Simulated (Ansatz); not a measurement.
CuO (Tenorite): equation of state with PBE

Crystal: CuO (Tenorite).

```
Cu O
1.0
     2.34185   -1.71130    0.00000
     2.34185    1.71130    0.00000
    -0.85003    0.00000    5.05787
Cu O
2 2
Direct
  0.50000 0.00000 0.50000
  0.00000 0.50000 0.00000
  0.41840 0.58160 0.75000
  0.58160 0.41840 0.25000
```

```yaml
Program: Ansatz 0.2.0
Task: equation of state
Functional: PBE
Potentials_or_basis: Ansatz PAW polarizable
Cutoff: 420 eV
Density_cutoff: 1680 eV
k_mesh: 10 × 10 × 5
Occupations: fermi-dirac, width 0.05 eV
Spin: no spin polarisation
```

- Equilibrium volume: 10.47 Å³/atom
- Bulk modulus at fixed shape and positions: 162 GPa
- Pressure derivative of the bulk modulus: 4.7

Energy against volume, from the lowest point:
```csv
volume (Å³/atom),energy (meV/atom)
9.527,51.37
9.730,30.37
9.932,15.35
10.135,5.64
10.338,0.68
10.540,0.00
10.743,3.13
```

All runs of the series together: 28 s on 2 threads of Arm Neoverse V2 (shared host).

Caveat: the cell was scaled at fixed shape and fractional positions, which overstates the stiffness of a crystal with free parameters, most of all of layers and chains; the run has no spin polarisation, though such a crystal can be magnetic.
